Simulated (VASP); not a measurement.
Here is a VASP 6.6.1 calculation.

File INCAR:

```
PREC = Accurate ; ENCUT = 520
EDIFF = 1E-7 ; ISMEAR = -1
SIGMA = 0.02 ; LREAL = Auto
LASPH = True ; NELM = 80
ALGO = Normal ; ISIF = 2
LWAVE = False ; LCHARG = False
GGA = PE ; IVDW = 12
NBANDS = 54
```

KPOINTS

```
regular mesh
0
Gamma
  1 1 1
```

POSCAR

```
H4CN2O
1.0
    7.2112480000      0.0000000000      0.0000000000
    0.0000000000      7.2112480000      0.0000000000
    0.0000000000      0.0000000000      7.2112480000
C O H N
3 3 12 6
Direct
    0.1744635603      0.6363114956      0.9474504274
    0.7678421266      0.5948346250      0.4258763532
    0.9524426285      0.1520818588      0.3383325605
    0.2193656355      0.7526991167      1.1006693987
    0.5946682183      0.5311563269      0.4862126500
    0.9603885486     -0.0249748726      0.2507471661
    0.0751187589      0.7185025394      0.8503798510
    0.2939851743      0.6885215985      1.1914303876
    0.3101127572      0.6042782054      0.8711252199
    0.1210886105      0.5002046802      0.9804128217
    0.7460428486      0.7277935803      0.3641117321
    0.6087434519      0.4031341038      0.5310037874
    0.8762976949      0.6217509091      0.5329035973
    0.8368870409      0.5033802748      0.3152297633
    0.8041187878      0.1879425032      0.3532814292
    1.0954414548     -0.0433073443      0.2351881394
    1.0116279457      0.1521927966      0.4755348866
    1.0129730665      0.2653909559      0.2532016650
    0.6953858750      0.8435849107      0.9100227866
    0.6619381278      0.6975352949      0.9315585874
    0.3739297276     -0.0066562681      0.4188456700
    0.4728862466      0.0704316368      0.5063894627
    0.1711215590      0.1471867283      0.9099534505
    0.0837303058      0.0817334253      0.8091664577
```

Potentials or basis: VASP PAW PBE potentials, release 64 (C, O, H, N).

The run is started by

```bash
$ cat potpaw_PBE.64/C/POTCAR potpaw_PBE.64/O/POTCAR potpaw_PBE.64/H/POTCAR potpaw_PBE.64/N/POTCAR > POTCAR
$ mpirun -np 1 vasp_gam > vasp.out
```

Predict the pressure.

1.6 GPa.

What does it give for the dispersion energy per atom?

-0.035 eV.

Predict the largest force.

7.318 eV/Å.

Predict the band gap on the k mesh.

3.64 eV, direct.

Stress tensor (GPa, compression positive):
```
0.61 1.71 1.09
1.71 2.46 0.80
1.09 0.80 1.59
```

Caveat: the standard files for N, O and F lose accuracy on very short bonds.
